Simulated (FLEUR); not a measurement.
# W (Fm-3m) in FLEUR: further runs

Runs on W. Level: LDA. Tasks: band structure, equation of state.

All numbers are computed with FLEUR MaX-R8.1 (later development tree); they aren't measurements. Logs are shortened: lines on timing, memory, paths and dates and some standing lists are left out, and cuts for length are marked.

## 1. Starting point

Symmetry: Fm-3m, No. 225, cubic system. The conventional cell has a = 4.060 Å, b = 4.060 Å, c = 4.060 Å, α = 90.00°, β = 90.00°, γ = 90.00°. W (site symmetry m-3m) is surrounded by 12 W at 2.87 Å.

This isn't the form of W at room conditions, which is bcc.

## 2. Band structure, LDA

File inp.xml:

```xml
<?xml version="1.0" encoding="UTF-8" standalone="no"?>
<fleurInput fleurInputVersion="0.39">
   <comment>
      W                                                                                                   
   </comment>
   <calculationSetup>
      <cutoffs Kmax="4.1" Gmax="12.7" GmaxXC="12.7" numbands="0"/>
      <scfLoop itmax="60" minDistance="0.00001" maxIterBroyd="15" imix="Anderson" alpha="0.05" precondParam="0.0" spinf="2.0" sdNocoIR="T"/>
      <coreElectrons ctail="T" frcor="F" kcrel="0" coretail_lmax="0"/>
      <xcFunctional name="vwn" relativisticCorrections="F"/>
      <magnetism jspins="1"/>
      <soc l_soc="F" theta="0.0" phi="0.0" spav="F"/>
      <expertModes spex="0" secvar="F"/>
      <geometryOptimization l_f="F" forcealpha="1.0" forcemix="BFGS" epsdisp="0.00001" epsforce="0.00001"/>
      <ldaU l_linMix="F" mixParam="0.05" spinf="1.0"/>
   </calculationSetup>
   <cell>
      <bzIntegration valenceElectrons="28.0" mode="hist" fermiSmearingEnergy="0.00183747">
         <kPointListSelection listName="default-1"/>
         <!-- k-points included here -->
         <xi:include xmlns:xi="http://www.w3.org/2001/XInclude" href="kpts.xml"> </xi:include>
      </bzIntegration>
      <!-- symmetry operations included here -->
      <xi:include xmlns:xi="http://www.w3.org/2001/XInclude" href="sym.xml"> </xi:include>
      <bulkLattice scale="1.0">
         <bravaisMatrix>
            <row-1>    0.0000000000000000     3.8361440329379994     3.8361440329379994</row-1>
            <row-2>    3.8361440329379994     0.0000000000000000     3.8361440329379994</row-2>
            <row-3>    3.8361440329379994     3.8361440329379994     0.0000000000000000</row-3>
         </bravaisMatrix>
      </bulkLattice>
   </cell>
   <atomSpecies>
      <species name="Tungsten (W)" element="W" atomicNumber="74">
         <mtSphere radius="2.51" gridPoints="829" logIncrement="0.016"/>
         <atomicCutoffs lmax="10" lnonsphr="10"/>
         <electronConfig flipSpins="F">
            <coreConfig>(1s1/2) (2s1/2) (2p1/2) (2p3/2) (3s1/2) (3p1/2) (3p3/2) (4s1/2) (3d3/2) (3d5/2) (4p1/2) (4p3/2) (4d3/2) (4d5/2)</coreConfig>
            <valenceConfig>(5s1/2) (5p1/2) (5p3/2) (6s1/2) (4f5/2) (4f7/2) (5d3/2) (5d5/2)</valenceConfig>
            <stateOccupation state="(5d3/2)" spinUp="0.800000" spinDown="0.800000"/>
            <stateOccupation state="(5d5/2)" spinUp="1.200000" spinDown="1.200000"/>
         </electronConfig>
         <energyParameters s="6" p="6" d="5" f="4"/>
         <lo type="SCLO" l="0" n="5" eDeriv="0"/>
         <lo type="SCLO" l="1" n="5" eDeriv="0"/>
         <lo type="SCLO" l="2" n="5" eDeriv="2"/>
         <lo type="SCLO" l="3" n="4" eDeriv="2"/>
      </species>
   </atomSpecies>
   <atomGroups>
      <atomGroup species="Tungsten (W)">
         <relPos label="                   1">.0000000000 .0000000000 .0000000000</relPos>
         <force calculate="T" relaxXYZ="TTT"/>
      </atomGroup>
   </atomGroups>
   <output dos="F" band="F" slice="F">
      <checks vchk="F" cdinf="F"/>
      <bandDOS minEnergy="-.5*Htr" maxEnergy="0.5*Htr" sigma="0.015" storeEVData="T"/>
      <vacuumDOS vacdos="F" integ="F" star="F" nstars="0" locx1="0.0" locy1="0.0" locx2="0.0" locy2="0.0" nstm="0" tworkf="0.0"/>
      <unfoldingBand unfoldBand="F" supercellX="1" supercellY="1" supercellZ="1"/>
      <plotting iplot="0" polar="F">
         <plot TwoD="T" vec1="  1.0  0.0  0.0" vec2="  0.0  1.0  0.0" vec3="  0.0  0.0  1.0" zero="  0.0  0.0  0.0" file="plot"/>
      </plotting>
      <chargeDensitySlicing numkpt="0" minEigenval="0.0" maxEigenval="0.0" nnne="0" pallst="F"/>
      <specialOutput eonly="F"/>
      <moessbauerParams electricFieldGradient="T" isomerShift="T" coreHyperfine="T" valenceHyperfine="T"/>
      <magneticCircularDichroism mcd="F" energyLo="-10.0" energyUp="0.0"/>
   </output>
  <!-- We include the file relax.xml here to enable relaxations (see documentation) -->
  <xi:include xmlns:xi="http://www.w3.org/2001/XInclude" href="relax.xml"> <xi:fallback/> </xi:include>
</fleurInput>
```

File crystal.txt:

```
W
&input cartesian=F /
0.0000000000  2.0300000000  2.0300000000
2.0300000000  0.0000000000  2.0300000000
2.0300000000  2.0300000000  0.0000000000
1.8897261246
1.0 1.0 1.0

1
74 0.0000000000  0.0000000000  0.0000000000

&kpt div1=11 div2=11 div3=11 gamma=T /
```

File inp.xml (bands):

```
<?xml version="1.0" encoding="UTF-8" standalone="no"?>
<fleurInput fleurInputVersion="0.39">
   <comment>
      W                                                                                                   
   </comment>
   <calculationSetup>
      <cutoffs Kmax="4.1" Gmax="12.7" GmaxXC="12.7" numbands="0"/>
      <scfLoop itmax="60" minDistance="0.00001" maxIterBroyd="15" imix="Anderson" alpha="0.05" precondParam="0.0" spinf="2.0" sdNocoIR="T"/>
      <coreElectrons ctail="T" frcor="F" kcrel="0" coretail_lmax="0"/>
      <xcFunctional name="vwn" relativisticCorrections="F"/>
      <magnetism jspins="1"/>
      <soc l_soc="F" theta="0.0" phi="0.0" spav="F"/>
      <expertModes spex="0" secvar="F"/>
      <geometryOptimization l_f="F" forcealpha="1.0" forcemix="BFGS" epsdisp="0.00001" epsforce="0.00001"/>
      <ldaU l_linMix="F" mixParam="0.05" spinf="1.0"/>
   </calculationSetup>
   <cell>
      <bzIntegration valenceElectrons="28.0" mode="hist" fermiSmearingEnergy="0.00183747">
         <kPointListSelection listName="path-1"/>
         <!-- k-points included here -->
         <xi:include xmlns:xi="http://www.w3.org/2001/XInclude" href="kpts.xml"> </xi:include>
      </bzIntegration>
      <!-- symmetry operations included here -->
      <xi:include xmlns:xi="http://www.w3.org/2001/XInclude" href="sym.xml"> </xi:include>
      <bulkLattice scale="1.0">
         <bravaisMatrix>
            <row-1>    0.0000000000000000     3.8361440329379994     3.8361440329379994</row-1>
            <row-2>    3.8361440329379994     0.0000000000000000     3.8361440329379994</row-2>
            <row-3>    3.8361440329379994     3.8361440329379994     0.0000000000000000</row-3>
         </bravaisMatrix>
      </bulkLattice>
   </cell>
   <atomSpecies>
      <species name="Tungsten (W)" element="W" atomicNumber="74">
         <mtSphere radius="2.51" gridPoints="829" logIncrement="0.016"/>
         <atomicCutoffs lmax="10" lnonsphr="10"/>
         <electronConfig flipSpins="F">
            <coreConfig>(1s1/2) (2s1/2) (2p1/2) (2p3/2) (3s1/2) (3p1/2) (3p3/2) (4s1/2) (3d3/2) (3d5/2) (4p1/2) (4p3/2) (4d3/2) (4d5/2)</coreConfig>
            <valenceConfig>(5s1/2) (5p1/2) (5p3/2) (6s1/2) (4f5/2) (4f7/2) (5d3/2) (5d5/2)</valenceConfig>
            <stateOccupation state="(5d3/2)" spinUp="0.800000" spinDown="0.800000"/>
            <stateOccupation state="(5d5/2)" spinUp="1.200000" spinDown="1.200000"/>
         </electronConfig>
         <energyParameters s="6" p="6" d="5" f="4"/>
         <lo type="SCLO" l="0" n="5" eDeriv="0"/>
         <lo type="SCLO" l="1" n="5" eDeriv="0"/>
         <lo type="SCLO" l="2" n="5" eDeriv="2"/>
         <lo type="SCLO" l="3" n="4" eDeriv="2"/>
      </species>
   </atomSpecies>
   <atomGroups>
      <atomGroup species="Tungsten (W)">
         <relPos label="                   1">.0000000000 .0000000000 .0000000000</relPos>
         <force calculate="T" relaxXYZ="TTT"/>
      </atomGroup>
   </atomGroups>
   <output dos="F" band="T" slice="F">
      <checks vchk="F" cdinf="F"/>
      <bandDOS minEnergy="-.5*Htr" maxEnergy="0.5*Htr" sigma="0.015" storeEVData="T"/>
      <vacuumDOS vacdos="F" integ="F" star="F" nstars="0" locx1="0.0" locy1="0.0" locx2="0.0" locy2="0.0" nstm="0" tworkf="0.0"/>
      <unfoldingBand unfoldBand="F" supercellX="1" supercellY="1" supercellZ="1"/>
      <plotting iplot="0" polar="F">
         <plot TwoD="T" vec1="  1.0  0.0  0.0" vec2="  0.0  1.0  0.0" vec3="  0.0  0.0  1.0" zero="  0.0  0.0  0.0" file="plot"/>
      </plotting>
      <chargeDensitySlicing numkpt="0" minEigenval="0.0" maxEigenval="0.0" nnne="0" pallst="F"/>
      <specialOutput eonly="F"/>
      <moessbauerParams electricFieldGradient="T" isomerShift="T" coreHyperfine="T" valenceHyperfine="T"/>
      <magneticCircularDichroism mcd="F" energyLo="-10.0" energyUp="0.0"/>
   </output>
  <!-- We include the file relax.xml here to enable relaxations (see documentation) -->
  <xi:include xmlns:xi="http://www.w3.org/2001/XInclude" href="relax.xml"> <xi:fallback/> </xi:include>
</fleurInput>
```

Potentials or basis: all-electron, FLAPW.

The run is started by

```sh
> inpgen -f crystal.txt -profile fastHighL
> # inp.xml edited to the form shown
> fleur_MPI
> fleur_MPI   # second run, on inp.xml (bands)
```

What it wrote:

```text
Welcome to FLEUR        (www.flapw.de)
      MaX-Release 8.1          (www.max-centre.eu)

 ========== k-point set info ==========
 Selected k-point list: default-1
 k-point list type: mesh
 11 x 11 x 11
 Number of k points: 56

 ------------Calculation Setup---------------------------
 Number of MPI-tasks      :            1
 Number of PE/node        :            1
 Number of OMP-threads    :            1
 Most efficient MPI parallelization for:
           1           2           4           7           8          14          28          56
 Additional eigenvalue parallelization possible
 Number of basis functions:          168
 Approximate size of matrices (H+S) per k-point:         0.000 GB
 --------------------------------------------------------
 Iteration:     1   Distance:      12.97243969 me/bohr^3
 Iteration:     2   Distance:      11.76631171 me/bohr^3
 Iteration:     3   Distance:       5.76331001 me/bohr^3
 Iteration:     4   Distance:       1.47687993 me/bohr^3
 Iteration:     5   Distance:       1.31373327 me/bohr^3
 Iteration:     6   Distance:       0.14881556 me/bohr^3
 Iteration:     7   Distance:       0.20938095 me/bohr^3
 Iteration:     8   Distance:       0.01911573 me/bohr^3
 Iteration:     9   Distance:       0.00847314 me/bohr^3
 Iteration:    10   Distance:       0.00086517 me/bohr^3
 Iteration:    11   Distance:       0.00006735 me/bohr^3
 Iteration:    12   Distance:       0.00002812 me/bohr^3
 Iteration:    13   Distance:       0.00000252 me/bohr^3

 ********************************************************************
 Run finished successfully
 Stop message:
   all done
 ********************************************************************
```

output (bands):

```text
Welcome to FLEUR        (www.flapw.de)
      MaX-Release 8.1          (www.max-centre.eu)

 ========== k-point set info ==========
 Selected k-point list: path-1
 k-point list type: path
 Number of k points: 60

 ------------Calculation Setup---------------------------
 Number of MPI-tasks      :            1
 Number of PE/node        :            1
 Number of OMP-threads    :            1
 Most efficient MPI parallelization for:
           1           2           3           4           5           6          10          12          15          20          30          60
 Additional eigenvalue parallelization possible
 Number of basis functions:          166
 Approximate size of matrices (H+S) per k-point:         0.000 GB
 --------------------------------------------------------
 Fermi energy correction for metals:
 Fermi energy in bands.* files may not be consistent with last density.
 Please correct it manually (e.g. in band.gnu file).

 Note: Band structure data (together with different weights) is also stored in the banddos.hdf file.
       A convenient way of extracting and plotting the data from that file is by making use of the

 ********************************************************************
 Run finished successfully
 Stop message:
   Charge density postprocessing done.
 ********************************************************************
```

out.xml (last iteration):

```text
<iteration numberForCurrentRun="   13" overallNumber="   13">
         <energyParameters units="Htr">
            <atomicEP atomType="1" spin="1" branch="6s" branchLowest="-2.14" branchHighest="2.10" value="0.3546843192"/>
            <atomicEP atomType="1" spin="1" branch="6p" branchLowest="-0.77" branchHighest="3.02" value="0.4953491145"/>
            <atomicEP atomType="1" spin="1" branch="5d" branchLowest="-7.98" branchHighest="0.96" value="0.5005487200"/>
            <atomicEP atomType="1" spin="1" branch="4f" branchLowest="-9.99" branchHighest="-0.47" value="-0.4381964169"/>
            <loAtomicEP atomType="1" spin="1" branch="5s" branchLowest="-20.10" branchHighest="-2.14" value="-2.1518512626"/>
            <loAtomicEP atomType="1" spin="1" branch="5p" branchLowest="-14.75" branchHighest="-0.77" value="-0.8609907982"/>
            <loAtomicEP atomType="1" spin="1" branch="5d" branchLowest="-7.98" branchHighest="0.96" value="0.4953425204"/>
            <loAtomicEP atomType="1" spin="1" branch="4f" branchLowest="-9.99" branchHighest="-0.47" value="-0.4656816098"/>
         </energyParameters>
         <eigenvalues>
            <eigenvaluesAt spin="1" ikpt="1" k_x="0.00000000" k_y="0.00000000" k_z="0.00000000">
                      -2.1554097299       -0.8191949630       -0.8191949630       -0.8191949630       -0.4738542545
                      -0.4738542545       -0.4738542545       -0.4731996998       -0.4720667233       -0.4720667233
                      -0.4720667233        0.2257257980        0.5298914355        0.5298914355        0.5298914355
                       0.6401850810        0.6401850810        1.0295188707        1.2174396615        1.2174396615
                       1.2174396615        1.3730130468
            </eigenvaluesAt>
            <eigenvaluesAt spin="1" ikpt="2" k_x="0.00000000" k_y="0.00000000" k_z="0.09090909">
                      -2.1551263810       -0.8225562300       -0.8196278354       -0.8196278354       -0.4738698486
                      -0.4737960150       -0.4737960150       -0.4731186343       -0.4721739631       -0.4721739631
                      -0.4720613509        0.2386763574        0.5206341847        0.5357486638        0.5357486638
                       0.6352711546        0.6352711546        1.0547452526        1.1664831873        1.2415734354
                       1.2415734354        1.4397046781
            </eigenvaluesAt>
            <eigenvaluesAt spin="1" ikpt="3" k_x="0.00000000" k_y="0.00000000" k_z="0.18181818">
                      -2.1543651607       -0.8313884893       -0.8207846721       -0.8207846721       -0.4739258893
                      -0.4736459669       -0.4736459669       -0.4728953587       -0.4724565083       -0.4724565083
[... 38 lines left out ...]
         <allElectronCharges>
            <spinDependentCharge spin="1" total="74.0000000" interstitial="1.9656122" mtSpheres="72.0343878"/>
            <totalCharge value="73.9999999993"/>
         </allElectronCharges>
         <moessbauerParams unitsHFF="kG" unitsIS="e/bohr^3" unitsEFG="Htr/bohr^2">
            <coreIsomerShift atomType="1" isTotal="1511102.90921">
               <shell n="1" l="0" isomerShift="1264740.82829"/>
               <shell n="2" l="0" isomerShift="181074.67694"/>
               <shell n="2" l="1" isomerShift="11050.11483"/>
               <shell n="3" l="0" isomerShift="40684.45312"/>
               <shell n="3" l="1" isomerShift="2775.18118"/>
               <shell n="4" l="0" isomerShift="10103.69904"/>
               <shell n="3" l="2" isomerShift="0.00108"/>
               <shell n="4" l="1" isomerShift="673.95445"/>
               <shell n="4" l="2" isomerShift="0.00027"/>
            </coreIsomerShift>
            <isomerShift atomType="1" nucleusRadius="0.0001343" averageDensity="1513001.07187"/>
            <electricFieldGradient atomType="1" VXX="0.00000" VYY="0.00000" VZZ="0.00000" asymParam="0.00000">
            </electricFieldGradient>
         </moessbauerParams>
         <totalEnergy                                    value="   -16156.7395852836" units="Htr">
            <sumOfEigenvalues                            value="    -9878.8293334077">
               <coreElectrons value="-9865.5988131351"/>
               <valenceElectrons value="-13.2305202727"/>
            </sumOfEigenvalues>
            <densityCoulombPotentialIntegral value="-27659.9210726725"/>
            <densityEffectivePotentialIntegral value="-28079.2456410807"/>
            <chargeDenXCDenIntegral value="-315.9111383229"/>
            <FockExchangeEnergyValence value="0.0000000000"/>
            <FockExchangeEnergyCore value="0.0000000000"/>
            <atomTypeDependentContributions atomType="1">
               <electronNucleiInteractionDifferentMTs value="20164.2231891593"/>
               <MadelungTerm value="-47.0610291380"/>
            </atomTypeDependentContributions>
            <tkbTimesEntropy value="0.0003172037"/>
            <freeEnergy value="-16156.7399024873"/>
            <extrapolationTo0K value="-16156.7397438854"/>
         </totalEnergy>
         <densityConvergence units="me/bohr^3">
            <chargeDensity spin="1" distance="0.0000025233"/>
         </densityConvergence>
      </iteration>
```

It took 11 s on 1 thread of Intel Xeon Platinum 8559C (Emerald Rapids), shared host; peak memory 0.05 GiB.

What came out:

* Free energy: -439647.2900 eV
* Band gap along the path: none (metal or under the smearing width)
* Valence electrons inside the program's atomic spheres: W 26.03 (radii W 2.51 bohr)

Levels at the corners of the path, in eV from the Fermi level:
| point | band 11 | band 12 | band 13 | band 14 | band 15 | band 16 | band 17 | band 18 |
| --- | --- | --- | --- | --- | --- | --- | --- | --- |
| Γ | -27.81 | -8.82 | -0.54 | -0.54 | -0.54 | 2.46 | 2.46 | 13.05 |
| X | -27.80 | -5.32 | -4.37 | 3.10 | 4.83 | 5.61 | 5.61 | 11.69 |
| W | -27.80 | -3.60 | -1.92 | -1.92 | 1.24 | 5.62 | 9.89 | 10.59 |
| K | -27.80 | -4.21 | -3.16 | -0.07 | 2.55 | 4.53 | 7.52 | 10.20 |
| Γ | -27.81 | -8.82 | -0.54 | -0.54 | -0.54 | 2.46 | 2.46 | 13.05 |
| L | -27.81 | -5.46 | -0.77 | -0.77 | 0.75 | 4.89 | 4.89 | 9.97 |
| U | -27.80 | -4.21 | -3.16 | -0.07 | 2.55 | 4.53 | 7.52 | 10.20 |
| W | -27.80 | -3.60 | -1.92 | -1.92 | 1.24 | 5.62 | 9.89 | 10.59 |
| L | -27.81 | -5.46 | -0.77 | -0.77 | 0.75 | 4.89 | 4.89 | 9.97 |
| K | -27.80 | -4.21 | -3.16 | -0.07 | 2.55 | 4.53 | 7.52 | 10.20 |
| U | -27.80 | -4.21 | -3.16 | -0.07 | 2.55 | 4.53 | 7.52 | 10.20 |
| X | -27.80 | -5.32 | -4.37 | 3.10 | 4.83 | 5.61 | 5.61 | 11.69 |

Core levels (eV from the Fermi level):
```csv
atom,levels
1 W,"1s1/2 -69336.7, 2s1/2 -11956.2, 2p1/2 -11436.1, 2p3/2 -10084.7, 3s1/2 -2748.8, 3p1/2 -2516.8, 3p3/2 -2224.7, 4s1/2 -562.0, 3d3/2 -1833.0, 3d5/2 -1769.4, 4p1/2 -465.9, 4p3/2 -397.9, 4d3/2 -239.8, 4d5/2 -227.2"
```

Caveat: spin-orbit coupling is left out, which moves the levels of the heavy elements.

## 3. Equation of state, LDA, 15.73 Å³/atom (volume scaled by 0.94)

inp.xml, as its differences from that of step 2:

```diff
@@ -24,3 +24,3 @@
       <xi:include xmlns:xi="http://www.w3.org/2001/XInclude" href="sym.xml"> </xi:include>
-      <bulkLattice scale="1.0">
+      <bulkLattice scale="0.9795861087">
          <bravaisMatrix>
@@ -34,3 +34,3 @@
       <species name="Tungsten (W)" element="W" atomicNumber="74">
-         <mtSphere radius="2.51" gridPoints="829" logIncrement="0.016"/>
+         <mtSphere radius="2.46" gridPoints="829" logIncrement="0.016"/>
          <atomicCutoffs lmax="10" lnonsphr="10"/>
```

Potentials or basis: all-electron, FLAPW.

The run is started by

```sh
> inpgen -f crystal.txt -profile fastHighL
> # inp.xml edited to the form shown
> fleur_MPI
```

Run time: 8.3 s. Hardware: 1 thread of Intel Xeon Platinum 8559C (Emerald Rapids), shared host; peak memory 0.08 GiB.

It converged, with:

```
Free energy                                           : -439647.3467 eV
Band gap on the k mesh                                : none (metal or under the smearing width)
Valence electrons inside the program's atomic spheres : W 25.98 (radii W 2.46 bohr)
```

## 4. Equation of state, LDA, 16.06 Å³/atom (volume scaled by 0.96)

inp.xml, as its differences from that of step 3:

```diff
@@ -24,3 +24,3 @@
       <xi:include xmlns:xi="http://www.w3.org/2001/XInclude" href="sym.xml"> </xi:include>
-      <bulkLattice scale="0.9795861087">
+      <bulkLattice scale="0.9864848297">
          <bravaisMatrix>
```

The run is started by

```sh
> inpgen -f crystal.txt -profile fastHighL
> # inp.xml edited to the form shown
> fleur_MPI
```

Run time: 8.4 s. Hardware: 1 thread of Intel Xeon Platinum 8559C (Emerald Rapids), shared host; peak memory 0.08 GiB.

Results (log left out):

* Free energy: -439647.3394 eV
* Band gap on the k mesh: none (metal or under the smearing width)
* Valence electrons inside the program's atomic spheres: W 25.93 (radii W 2.46 bohr)

(Continued in part 2 of 2.)
